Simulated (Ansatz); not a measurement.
Input and output of a single-point calculation on BeSe in the zincblende structure (the plane-wave code Ansatz, HSE06). The cell was relaxed with r2SCAN and then strained (uniaxial +1.03 % along x, other directions held), with the atoms relaxed again with r2SCAN; k points keep the names of the unstrained zone.

```yaml
crystal:
  lattice:
    - [0.0, 2.5810353763, 2.5810353763]
    - [2.6076200407, 0.0, 2.5810353763]
    - [2.6076200407, 2.5810353763, 0.0]
  atoms:
    - { symbol: Be, position: [0.0, 0.0, 0.0] }
    - { symbol: Se, position: [0.25, 0.25, 0.25] }
kpoints:
  mp_grid: { grid: [6, 6, 6] }
  band_path:
    path:
      - [0.0, 0.0, 0.0]
      - [-0.5, -0.5, 0.0]
      - [-0.375, -0.375, 0.25]
      - [-0.375, 0.0, 0.375]
      - [0.0, 0.0, 0.5]
      - [-0.5, -0.25, 0.25]
    npoints: 1
hamiltonian:
  xc: hse06
scf:
  occupations: { method: fixed }
  n_extra_bands: 4
output:
  forces: true
  stress: true
  eigenvalues: true
```

The output follows, shortened, with numbered blanks.
```
scf.n_extra_bands = 4 over 9 filled bands (N_el = 18.0): the run solves 13 bands
Pseudopotential: Be, paw, valence charge 2, recommended cutoff 420 eV (normal)
Pseudopotential: Se, paw, valence charge 16, recommended cutoff 420 eV (normal)
Functional definition: HSE06
Crystal: 2 atoms, lattice volume = 34.743 Å³
[1]
Symmetry: 8 space group operations
Space group: I-4m2 (ITA 119)
k-points: 30 of 216 (time reversal used)
Exchange kernel: α = 0.2500, screened, ω = 0.2079 Å⁻¹, Wigner–Seitz truncation, v(0) = 1045.9502 eV·Å³, q-mesh 6×6×6
hybrid outer 1: dexx = +3.181e-3 eV, tail = 4.44e-5 eV
hybrid outer 2: dexx = +5.585e-7 eV, tail = 1.50e-8 eV, Δε = 1.92e-3 eV
NSCF: frozen V_eff on 6 k-points
hybrid SCF converged: 2 outer / 9 inner (+2 warm-up)
Free energy (F): -5565.223148 eV
[2]
--- Forces (eV/Å), atoms counted from 1 ---
  atom   1  Be      0.00000      0.00000      0.00000
  atom   2  Se      0.00000      0.00000      0.00000
--- Stress (GPa, compression-positive) ---
       -2.040462       0.000000       0.000000
        0.000000      -1.168179       0.000000
        0.000000       0.000000      -1.168179
  P = ⅓ Tr σ = -1.4589 GPa (-14.589 kbar)
--- Band table (eV; the first three rows and the last of 30) ---
[3]
```

The rows of the band table are 0: (0, 0, 0) = Γ, 1: (0, 0, 1/6), 2: (0, 0, 1/3), 29: (-1/2, 1/6, -1/3).

**Question.** What stood in the gaps? They hold the Fermi energy and the band table, cutoff and plane waves at Γ.

**Answer.**
```
[1]
Basis set: ecut = 420 eV, 661 PW (Γ)
[2]
Fermi energy:    6.154457 eV
[3]
  k-point 0: bands = […, -44.1626, -44.1610, -8.8151, 6.0965, 6.1545, 6.1545, 11.4299, 12.2106, 12.2106, 12.2291]
  k-point 1: bands = […, -44.1626, -44.1609, -8.5243, 4.0313, 5.7549, 5.8115, 11.6674, 12.7904, 12.7917, 14.0594]
  k-point 2: bands = […, -44.1625, -44.1608, -7.8154, 1.2383, 5.1898, 5.2745, 11.4891, 13.2270, 13.2858, 16.7434]
  k-point 29: bands = […, -44.1622, -44.1610, -6.8142, 1.0935, 2.5033, 2.8400, 11.6253, 13.0154, 16.1596, 16.9077]
```
The trailing digits, and the zero of the energies, depend on the potentials and thresholds.

The HSE06 gap is indirect, 3.47 eV (Γ to X), below the direct gap of 5.28 eV at Γ. Edges are sought over the mesh and the listed points. The mean pressure at these positions is -1.5 GPa, compression counted positive. (The program warns that its thresholds are loose for a hybrid's stress.)

The values are computed, spin-unpolarised, and not measurements.

Spin-orbit coupling is left out.

The meshes of the hybrids are coarse, so their gaps aren't converged to the digits shown.
